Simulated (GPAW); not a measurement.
# HfN (Fm-3m) in GPAW: single point with PBE+U

Aim: the single point of HfN with PBE+U.

All numbers are computed with GPAW 26.7.0; they aren't measurements. Logs are shortened: lines on timing, memory, paths and dates and some standing lists are left out, and cuts for length are marked. The log counts tension as positive stress, the text compression.

## 1. Starting point

The structure is cubic, space group Fm-3m (No. 225). The conventional cell has a = 4.512 Å, b = 4.512 Å, c = 4.512 Å, α = 90.00°, β = 90.00°, γ = 90.00°. Hf (site symmetry m-3m) has 6 N at 2.26 Å as nearest neighbours. N (site symmetry m-3m) is surrounded by 6 Hf at 2.26 Å.

## 2. Single point, PBE+U

Contents of run.py:

```python
from ase.dft.bandgap import bandgap
from ase.io import read, write
from ase.units import GPa
from gpaw import GPAW, PW

atoms = read('POSCAR')

calc = GPAW(mode=PW(600),
            xc='PBE',
            kpts={'size': (8, 8, 8), 'gamma': True},
            occupations={'name': 'fermi-dirac', 'width': 0.05},
            setups={'Hf': ':d,7.0'},
            nbands=19,
            maxiter=120,
            txt='gpaw.txt')
atoms.calc = calc
energy = atoms.get_potential_energy()
forces = atoms.get_forces()
stress = atoms.get_stress()
calc.write('gs.gpw')
write('result.traj', atoms)
print(f'Energy: {energy:.6f} eV')
print('Forces (eV/A):')
print(forces.round(4))
print('Stress (GPa):', (stress / GPa).round(3))
print('Fermi level:', round(calc.get_fermi_level(), 4), 'eV')
print(f'Gap: {bandgap(calc)[0]:.4f} eV, direct: {bandgap(calc, direct=True)[0]:.4f} eV')
```

Contents of POSCAR:

```
HfN
1.0
    0.0000000000      2.2560000000      2.2560000000
    2.2560000000      0.0000000000      2.2560000000
    2.2560000000      2.2560000000      0.0000000000
Hf N
1 1
Direct
    0.0000000000      0.0000000000      0.0000000000
    0.5000000000      0.5000000000      0.5000000000
```

Potentials or basis: GPAW PAW data sets (gpaw-data 1.2.1), pw.

Command:

```sh
$ OMP_NUM_THREADS=1 python run.py
```

gpaw.txt:

```text
__  _  _
 | _ |_)|_||  |
 |__||  | ||/\| - 26.7.0

Input parameters:
  mode=PW(ecut=600.0),
  kpts=MonkhorstPack(size=(8, 8, 8), gamma=True),
  maxiter=120,
  nbands=19,
  occupations=Occupations(name='fermi-dirac', width=0.05),
  setups={'Hf': ':d,7.0'},
  xc=XC(name='PBE')

Diagonalizing LCAO Hamiltonian
Converting LCAO to pw mode

              N

       Hf

Atoms  # Å, Bohr magnetons
|   | symbol |        x |        y |        z |    initial magnetic moments |
|---|--------|----------|----------|----------|-----------------------------|
| 0 |     Hf | 0.000000 | 0.000000 | 0.000000 | ( 0.0000,  0.0000,  0.0000) |
| 1 |      N | 2.256000 | 2.256000 | 2.256000 | ( 0.0000,  0.0000,  0.0000) |

Unit cell  # Å
| periodic |        x |        y |        z |  lengths |    angles |
|----------|----------|----------|----------|----------|-----------|
|      yes | 0.000000 | 2.256000 | 2.256000 | 3.190466 | 60.000000 |
|      yes | 2.256000 | 0.000000 | 2.256000 | 3.190466 | 60.000000 |
|      yes | 2.256000 | 2.256000 | 0.000000 | 3.190466 | 60.000000 |

Number of symmetries: 48
Symmetry operations  # r_c * U_cc + t_c -> r_c
|    | kind |            matrix            |
|----|------|------------------------------|
|  0 |  σ   |  1, 0, 0,  1, 0,-1,  1,-1, 0 |
|  1 |  C2  |  1, 0, 0,  1,-1, 0,  1, 0,-1 |
|  2 |  E   |  1, 0, 0,  0, 1, 0,  0, 0, 1 |
|  3 |  σ   |  1, 0, 0,  0, 0, 1,  0, 1, 0 |
|  4 |  C4  |  1, 0,-1,  1, 0, 0,  1,-1, 0 |
|  5 |  S6  |  1, 0,-1,  1,-1, 0,  1, 0, 0 |
|  6 |  σ   |  1, 0,-1,  0, 1,-1,  0, 0,-1 |
|  7 |  C3  |  1, 0,-1,  0, 0,-1,  0, 1,-1 |
|  8 |  S6  |  1,-1, 0,  1, 0, 0,  1, 0,-1 |
|  9 |  C4  |  1,-1, 0,  1, 0,-1,  1, 0, 0 |
| 10 |  C3  |  1,-1, 0,  0,-1, 1,  0,-1, 0 |
| 11 |  σ   |  1,-1, 0,  0,-1, 0,  0,-1, 1 |
| 12 |  σ   |  0, 1, 0,  1, 0, 0,  0, 0, 1 |
| 13 |  C4  |  0, 1, 0,  0, 1,-1, -1, 1, 0 |
| 14 |  C3  |  0, 1, 0,  0, 0, 1,  1, 0, 0 |
| 15 |  S6  |  0, 1, 0, -1, 1, 0,  0, 1,-1 |
| 16 |  C2  |  0, 1,-1,  1, 0,-1,  0, 0,-1 |
| 17 |  σ   |  0, 1,-1,  0, 1, 0, -1, 1, 0 |
| 18 |  S4  |  0, 1,-1,  0, 0,-1,  1, 0,-1 |
| 19 |  C4  |  0, 1,-1, -1, 1, 0,  0, 1, 0 |
| 20 |  C3  |  0, 0, 1,  1, 0, 0,  0, 1, 0 |
| 21 |  σ   |  0, 0, 1,  0, 1, 0,  1, 0, 0 |
| 22 |  S6  |  0, 0, 1,  0,-1, 1, -1, 0, 1 |
| 23 |  C4  |  0, 0, 1, -1, 0, 1,  0,-1, 1 |
| 24 |  S4  |  0, 0,-1,  1, 0,-1,  0, 1,-1 |
| 25 |  C3  |  0, 0,-1,  0, 1,-1,  1, 0,-1 |
| 26 |  C2  |  0, 0,-1,  0,-1, 0, -1, 0, 0 |
| 27 |  S6  |  0, 0,-1, -1, 0, 0,  0,-1, 0 |
| 28 |  S4  |  0,-1, 1,  1,-1, 0,  0,-1, 0 |
| 29 |  C4  |  0,-1, 1,  0, 0, 1, -1, 0, 1 |
| 30 |  C2  |  0,-1, 1,  0,-1, 0,  1,-1, 0 |
| 31 |  σ   |  0,-1, 1, -1, 0, 1,  0, 0, 1 |
| 32 |  C3  |  0,-1, 0,  1,-1, 0,  0,-1, 1 |
| 33 |  S6  |  0,-1, 0,  0, 0,-1, -1, 0, 0 |
| 34 |  S4  |  0,-1, 0,  0,-1, 1,  1,-1, 0 |
| 35 |  C2  |  0,-1, 0, -1, 0, 0,  0, 0,-1 |
| 36 |  C2  | -1, 1, 0,  0, 1, 0,  0, 1,-1 |
| 37 |  S6  | -1, 1, 0,  0, 1,-1,  0, 1, 0 |
| 38 |  S4  | -1, 1, 0, -1, 0, 1, -1, 0, 0 |
| 39 |  C3  | -1, 1, 0, -1, 0, 0, -1, 0, 1 |
| 40 |  S6  | -1, 0, 1,  0, 0, 1,  0,-1, 1 |
| 41 |  C2  | -1, 0, 1,  0,-1, 1,  0, 0, 1 |
| 42 |  C3  | -1, 0, 1, -1, 1, 0, -1, 0, 0 |
| 43 |  S4  | -1, 0, 1, -1, 0, 0, -1, 1, 0 |
| 44 |  C2  | -1, 0, 0,  0, 0,-1,  0,-1, 0 |
| 45 |  i   | -1, 0, 0,  0,-1, 0,  0, 0,-1 |
| 46 |  σ   | -1, 0, 0, -1, 1, 0, -1, 0, 1 |
| 47 |  C2  | -1, 0, 0, -1, 0, 1, -1, 1, 0 |

BZ-sampling:
  Number of BZ points: 512
  Number of IBZ points: 29

  Monkhorst-Pack size: [8, 8, 8]
  Monkhorst-Pack shift: [0.0625, 0.0625, 0.0625]

K-points  # in reciprocal-cell coordinates
|     |                                coordinates |     weight |
|-----|--------------------------------------------|------------|
|   0 | (  0.00000000,   0.00000000,   0.00000000) | 0.00195312 |
|   1 | (  0.12500000,   0.12500000,   0.00000000) | 0.01171875 |
|   2 | (  0.12500000,   0.12500000,   0.12500000) | 0.01562500 |
|   3 | (  0.25000000,   0.12500000,   0.12500000) | 0.02343750 |
|   4 | (  0.25000000,   0.25000000,   0.00000000) | 0.01171875 |
|   5 | (  0.25000000,   0.25000000,   0.12500000) | 0.04687500 |
|   6 | (  0.25000000,   0.25000000,   0.25000000) | 0.01562500 |
|   7 | (  0.37500000,   0.25000000,  -0.37500000) | 0.04687500 |
|   8 | (  0.37500000,   0.25000000,   0.12500000) | 0.04687500 |
|   9 | (  0.37500000,   0.25000000,   0.25000000) | 0.04687500 |
| ... |                                            |            |
|  28 | (  0.50000000,   0.50000000,   0.50000000) | 0.00781250 |

Plane wave coefficients: 778
Cutoff: 600.0 eV

Spin-components: 1 (collinear spins)
Bands:           19
Projectors:      11
Spin-degeneracy: 2
Datatype:        complex128

Parallelization:
  kpt:    1
  domain: 1
  band:   1

Density:
  Valence electrons: 17.0
  Components: 1
  Grid points: [20 20 20]
  Charge: 0.0  # |e|

Potential:
  Grid points: [20 20 20]

species:
  Hf:
    name:    Hafnium
    Z:       72.0
    valence: 12
    core:    60
    charge:  0.0  # [|e|]
    Hubbard: {U: 7.0,  # eV
              l: 2,
              scale: True}
    compensation charges:
      type: gauss
      rc: 0.41  # [Å]
      lmax: 2
    cutoffs:
      filter: 2.36  # [Å]
      core: 4.02  # [Å]
    projectors
    | kind |    occ | energy [eV] | rcut [Å] |
    |------|--------|-------------|----------|
    |   5s |  2.000 |     -66.831 |    1.397 |
    |   6s |  2.000 |      -5.097 |    1.397 |
    |   5p |  6.000 |     -35.599 |    1.307 |
    |   6p |  0.000 |      -1.401 |    1.307 |
    |   5d |  2.000 |      -2.699 |    1.334 |
    |    d |        |      24.513 |    1.334 |

    Using partial waves for Hf as LCAO basis

  N:
    name:    Nitrogen
    Z:       7.0
    valence: 5
    core:    2
    charge:  0.0  # [|e|]
    compensation charges:
      type: gauss
      rc: 0.18  # [Å]
      lmax: 2
    cutoffs:
      filter: 1.11  # [Å]
      core: 0.96  # [Å]
    projectors
    | kind |    occ | energy [eV] | rcut [Å] |
    |------|--------|-------------|----------|
    |   2s |  2.000 |     -18.583 |    0.603 |
    |   2p |  3.000 |      -7.089 |    0.529 |
    |    s |        |       8.629 |    0.603 |
    |    p |        |      20.123 |    0.529 |
    |    d |        |       0.000 |    0.577 |

    Using partial waves for N as LCAO basis

Reference energy: -411367.836780  # eV

eigensolver:
  PPCG
  Converge bands: occupied
  niter=2

density mixing:
  MSR1-Mixer
  Pratt-step length: 0.05
  Maximum mixing coefficient: 0.75
  Old densities: 10
  SVD Regularization: 0.005
  Good broyden scale: 1.0
  Trust region scale: 1.0
  Backstep threshold: 4.0
  History deletion threshold: 6.0
  Fourier metric: weight=20.0, sigma=0.015

occupation numbers:
  Fermi-Dirac:
    width: 0.0500  # eV

poisson solver:
  ecut: 4800.0  # eV

xc functional:
  name: PBE with 2 nearest neighbor stencil

convergence criteria:
- Maximum [total energy] change in last 3 cyles: 0.0005 eV / valence electron
- Maximum integral of absolute [dens]ity change: 0.0001 electrons / valence electron
- Maximum integral of absolute [eigenst]ate change: 4e-08 eV^2 / valence electron
maximum number of iterations: 120

SCF iterations
|iter     | |      energy | eigst |  dens |
|---------|-|-------------|-------|-------|
|iter:   1| |  -15.963327 | +0.02 |       |
|iter:   2| |  -15.180756 | -2.25 | -0.83 |
|iter:   3| |  -13.052761 | -1.25 | -0.89 |
|iter:   4| |  -13.045252 | -2.84 | -1.51 |
|iter:   5| |  -13.050056c| -3.06 | -1.78 |
|iter:   6| |  -13.050500c| -4.65 | -2.65 |
|iter:   7| |  -13.050554c| -6.03 | -3.36 |
|iter:   8| |  -13.050562c| -6.43 | -3.88 |
|iter:   9| |  -13.050562c| -7.63c| -4.77c|

Converged in 9 steps
Energy contributions relative to reference atoms: (reference = -411367.836780)

Energy contributions:
  Kinetic:          20.875246
  Coulomb:         -20.584286
  Zero:             -0.179895
  External:          0.000000
  Xc:              -13.159271
  Entropy:          -0.004713
  Spinorbit:         0.000000
  ----------------------------
  Free energy:     -13.052919
  Extrapolated:    -13.050562

dipole moment: (-16.409891, -16.409891, -16.409891)  # |e|*Ang

Fermi level: 15.591
Eigenvalues  # (at kpt = [0.000, 0.000, 0.000])
| band index |      eig [eV] | occ [0-2] |
|------------|---------------|-----------|
|          0 |       -49.436 |     2.000 |
|          1 |       -17.926 |     2.000 |
|          2 |       -17.926 |     2.000 |
|          3 |       -17.926 |     2.000 |
|          4 |        -3.063 |     2.000 |
|          5 |        11.636 |     2.000 |
|          6 |        11.636 |     2.000 |
|          7 |        11.636 |     2.000 |
|          8 |        15.721 |     0.139 |
|          9 |        15.721 |     0.139 |
|         10 |        15.721 |     0.139 |
|         11 |        16.069 |     0.000 |
|         12 |        18.375 |     0.000 |
|         13 |        18.375 |     0.000 |
|         14 |        23.672 |     0.000 |
|         15 |        39.888 |     0.000 |
|        ... |               |           |
|         18 |        40.339 |     0.000 |

No gap
No difference between direct/indirect transitions

Forces  # eV/Ang
|        x |        y |       z |
|----------|----------|---------|
| -0.00000 | -0.00000 | 0.00000 |  # Hf   0
|  0.00000 |  0.00000 | 0.00000 |  # N    1

Stress tensor  # eV/Ang^3
|         x |         y |         z |
|-----------|-----------|-----------|
| -0.196714 | -0.000000 | -0.000000 |
| -0.000000 | -0.196714 | -0.000000 |
| -0.000000 | -0.000000 | -0.196714 |

# Writing to gs.gpw (mode='')
```

Wall time 9.6 s (1 thread of Arm Neoverse V1, shared host); peak memory 0.15 GiB.

Results:

| Property | Result |
| --- | --- |
| Free energy | -13.0529 eV |
| Pressure | 31.5 GPa |
| Band gap on the k mesh | none (metal or under the smearing width) |

Caveat: the cutoff is short for stress and forces, so pressures can be off by a GPa or more; a pressure of tens of GPa on the cell as given is suspect, and the run, the potentials or the cell itself is likely at fault; U without spin polarisation on a metal has little footing. Spin-orbit coupling is left out, which matters for the levels of Hf.
